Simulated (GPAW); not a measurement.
# 3d dopants in ZnS: moments across the series

One cation of ZnS is replaced by one 3d element after another. What moment does each carry?

Calculated with GPAW 26.7.0; PBE; plane waves with GPAW's PAW setups, scalar-relativistic.

## (1) The structure

The structure is tetragonal, space group P-42m (No. 111). The conventional cell has a = 10.818 Å, b = 10.818 Å, c = 5.409 Å, α = 90.00°, β = 90.00°, γ = 90.00°. Nearest to V lie 4 S at 2.34 Å. Nearest to S lie 3 Zn at 2.34 Å and 1 V at 2.34 Å. Zn has 4 S at 2.34 Å nearest. S has 4 Zn at 2.34 Å nearest. Nearest to Zn lie 4 S at 2.34 Å. Nearest to S lie 4 Zn at 2.34 Å. Model cell: substitutional dopants on the host's lattice, its constants typed without a cited source, atoms not relaxed. Farther neighbours and most contacts between anions are not listed.

This is the first member shown.

## (2) The first member

This run shows input and output; the others differ as the table says.

The input, order1.py:

```python
import json
import numpy as np
from ase import Atoms
from ase.parallel import paropen, parprint
from gpaw import GPAW

atoms = Atoms(['V', 'S', 'Zn', 'S', 'Zn', 'S', 'Zn', 'S', 'Zn', 'S', 'Zn', 'S', 'Zn', 'S', 'Zn', 'S', 'Zn', 'S', 'Zn', 'S', 'Zn', 'S', 'Zn', 'S', 'Zn', 'S', 'Zn', 'S', 'Zn', 'S', 'Zn', 'S'],
    cell=[[10.818, 0.0, 0.0],
         [0.0, 10.818, 0.0],
         [0.0, 0.0, 5.409]],
    scaled_positions=[[0.0, 0.0, 0.0],
         [0.125, 0.125, 0.25],
         [0.0, 0.25, 0.5],
         [0.125, 0.375, 0.75],
         [0.25, 0.0, 0.5],
         [0.375, 0.125, 0.75],
         [0.25, 0.25, 0.0],
         [0.375, 0.375, 0.25],
         [0.0, 0.5, 0.0],
         [0.125, 0.625, 0.25],
         [0.0, 0.75, 0.5],
         [0.125, 0.875, 0.75],
         [0.25, 0.5, 0.5],
         [0.375, 0.625, 0.75],
         [0.25, 0.75, 0.0],
         [0.375, 0.875, 0.25],
         [0.5, 0.0, 0.0],
         [0.625, 0.125, 0.25],
         [0.5, 0.25, 0.5],
         [0.625, 0.375, 0.75],
         [0.75, 0.0, 0.5],
         [0.875, 0.125, 0.75],
         [0.75, 0.25, 0.0],
         [0.875, 0.375, 0.25],
         [0.5, 0.5, 0.0],
         [0.625, 0.625, 0.25],
         [0.5, 0.75, 0.5],
         [0.625, 0.875, 0.75],
         [0.75, 0.5, 0.5],
         [0.875, 0.625, 0.75],
         [0.75, 0.75, 0.0],
         [0.875, 0.875, 0.25]],
    pbc=True,
    magmoms=[2.0, 0.0, 0.0, 0.0, 0.0, 0.0, 0.0, 0.0, 0.0, 0.0, 0.0, 0.0, 0.0, 0.0, 0.0, 0.0, 0.0, 0.0, 0.0, 0.0, 0.0, 0.0, 0.0, 0.0, 0.0, 0.0, 0.0, 0.0, 0.0, 0.0, 0.0, 0.0])
atoms.calc = GPAW(mode={'name': 'pw', 'ecut': 450},
    xc='PBE',
    kpts={'size': (3, 3, 5), 'gamma': True},
    occupations={'name': 'fermi-dirac', 'width': 0.05},
    convergence={'density': 1e-05, 'energy': 1e-05},
    maxiter=200,
    mixer={'name': 'pulay', 'beta': 0.05, 'nmaxold': 6, 'weight': 50},
    symmetry={'tolerance': 1e-4},
    txt='order1.txt')
e = atoms.get_potential_energy(force_consistent=True)
res = {'free_energy': e, 'energy_sigma0': atoms.get_potential_energy(), 'fermi_energy': atoms.calc.get_fermi_level()}
res['moments'] = atoms.get_magnetic_moments().tolist()
res['total'] = atoms.get_magnetic_moment()
parprint('site moments (muB):', np.round(res['moments'], 3))
parprint(f"total moment: {res['total']:.3f} muB")
parprint(f'free energy: {e:.6f} eV')
atoms.calc.write('order1.gpw')
with paropen('results.json', 'w') as f:
    json.dump(res, f)
```

Started as:

```
$ OMP_NUM_THREADS=1 mpirun -n 4 gpaw python order1.py > order1.log
```

Numbers of over 12 decimals in the logs are rounded to 6 here.

The log of the run:

```text
site moments (muB): [ 2.248e+00 -1.600e-02  1.900e-02  3.000e-03  1.900e-02  3.000e-03
  1.000e-02  2.000e-03  3.000e-03  3.000e-03  1.900e-02 -1.600e-02
  1.000e-03  2.000e-03  1.000e-02  3.000e-03  3.000e-03  3.000e-03
  1.000e-03  2.000e-03  1.900e-02 -1.600e-02  1.000e-02  3.000e-03
  2.000e-03  2.000e-03  1.000e-03  3.000e-03  1.000e-03  3.000e-03
  1.000e-02 -1.600e-02]
total moment: 2.993 muB
free energy: -116.429682 eV

--- order1.txt ---
Input parameters:
  mode=PW(ecut=450),
  convergence={'density': 1e-05, 'energy': 1e-05},
  kpts=MonkhorstPack(size=(3, 3, 5), gamma=True),
  maxiter=200,
  mixer=Pulay(name='pulay', nmaxold=6, beta=0.05, weight=50, sigma=0.015, g_ss=None),
  occupations=Occupations(name='fermi-dirac', width=0.05),
  symmetry=Symmetry(tolerance=0.0001),
  xc=XC(name='PBE')

Diagonalizing LCAO Hamiltonian
Converting LCAO to pw mode
        .--------------------------.
       /|                          |
      / |                          |
     /  | S             S          |
    /   |       S            S     |
   /  Zn|           Zn             |
  /    S|        S   S         S   |
 *      .--Zn------------Zn--------.
 |     / S  S         S  S        /
 | Zn /      Zn Zn         Zn    /
 |   /        S            S    /
 |  /S  Zn        ZS Zn        /
 | /     Zn            Zn     /
 |/                          /
 V-------------Zn-----------*

Atoms  # Å, Bohr magnetons
|    | symbol |        x |        y |        z |    initial magnetic moments |
|----|--------|----------|----------|----------|-----------------------------|
[...]
Zero:              0.379109
  External:          0.000000
  Xc:             -144.467598
  Entropy:          -0.073469
  Spinorbit:         0.000000
  ----------------------------
  Free energy:    -116.429682
  Extrapolated:   -116.392948

dipole moment: (-86.996278, -86.996278, -84.428166)  # |e|*Ang

Total magnetic moment: (0.000000, 0.000000, 2.993309)

Local magnetic moments
|        x |        y |         z |
|----------|----------|-----------|
| 0.000000 | 0.000000 |  2.248412 |  # V    0
| 0.000000 | 0.000000 | -0.015500 |  # S    1
| 0.000000 | 0.000000 |  0.019149 |  # Zn   2
| 0.000000 | 0.000000 |  0.002936 |  # S    3
| 0.000000 | 0.000000 |  0.019149 |  # Zn   4
[...]
| 0.000000 | 0.000000 |  0.000718 |  # Zn  28
| 0.000000 | 0.000000 |  0.002936 |  # S   29
| 0.000000 | 0.000000 |  0.009694 |  # Zn  30
| 0.000000 | 0.000000 | -0.015500 |  # S   31

Fermi level: 5.883
Eigenvalues  # (at kpt = [0.000, 0.000, 0.000])
| band index |      eig [eV] | occ [0-1] |      eig [eV] | occ [0-1] |
|------------|---------------|-----------|---------------|-----------|
|          0 |       -59.508 |     1.000 |       -57.199 |     1.000 |
|        ... |               |           |               |           |
|        137 |         2.786 |     1.000 |         2.813 |     1.000 |
|        138 |         2.786 |     1.000 |         2.813 |     1.000 |
|        139 |         2.871 |     1.000 |         2.878 |     1.000 |
|        140 |         3.572 |     1.000 |         3.636 |     1.000 |
[...]
|        149 |         7.400 |     0.000 |         7.725 |     0.000 |
|        150 |         7.431 |     0.000 |         7.830 |     0.000 |
|        151 |         7.431 |     0.000 |         7.830 |     0.000 |
|        ... |               |           |               |           |
|        178 |        10.834 |     0.000 |        10.932 |     0.000 |

No gap
No difference between direct/indirect transitions

[key lines of the parts left out:]
Converged in 30 steps
```

The job ended after 20 min (4 MPI ranks of Arm Neoverse V1, shared host; peak memory 2.8 GiB; 81 min of CPU time).

After 30 cycles the largest moment stands at 2.25 μB.

## (3) The series

All use a 3×3×5 mesh. Each dopant starts with a moment; a run without spin polarisation gives the energy that the moment gains.

```csv
dopant,moment in its sphere (μB),net moment (μB a cell),largest moment elsewhere (μB),gain by spin polarisation (meV)
V,+2.25,2.99,+0.02,751
Cr,+3.21,4.00,+0.02,1413
Mn,+4.05,5.00,+0.03,2487
Fe,+3.16,4.00,+0.04,1766
Co,+2.22,3.00,+0.06,1353
Ni,+1.29,2.00,+0.07,398
Cu,+0.11,0.31,+0.02,0
```

## (4) Outcome

```
largest net moment                  : 5.00 μB (Mn)
within 0.02 of a whole number of μB : V 2.99, Cr 4.00, Mn 5.00, Fe 4.00, Co 3.00, Ni 2.00
no settled moment                   : Cu
```

In words: The net moment is largest for Mn, 5.00 μB, and vanishes or is a mere residue for Cu. V, Cr, Mn, Fe, Co and Ni give a whole number of μB, as a fixed count of unpaired electrons does. Each dopant had one start, so another spin state can lie lower; in so small a cell the dopant levels widen into bands, and with the smearing this can quench a moment. The atoms were not relaxed, which can shift moments and couplings. Trends hold for the rows shown; the series may have further members. Spin–orbit coupling is left out.

[Logs and program files are shortened in this print: banners, set-up blocks, solver, clock and traceback lines can be left out without a mark of their own.]

[Logs are printed without paths, hosts, clocks, repeated set-up lines and the standing remarks that a program may print on its own settings, such as how far it seeks lower states.]

[Hosts, paths, dates, database ids (printed as entryN), source tags and the programs' standing remarks are cut or masked in the printed files.]

[Where a cell is said to come from a database of computed structures, the database is the Materials Project.]
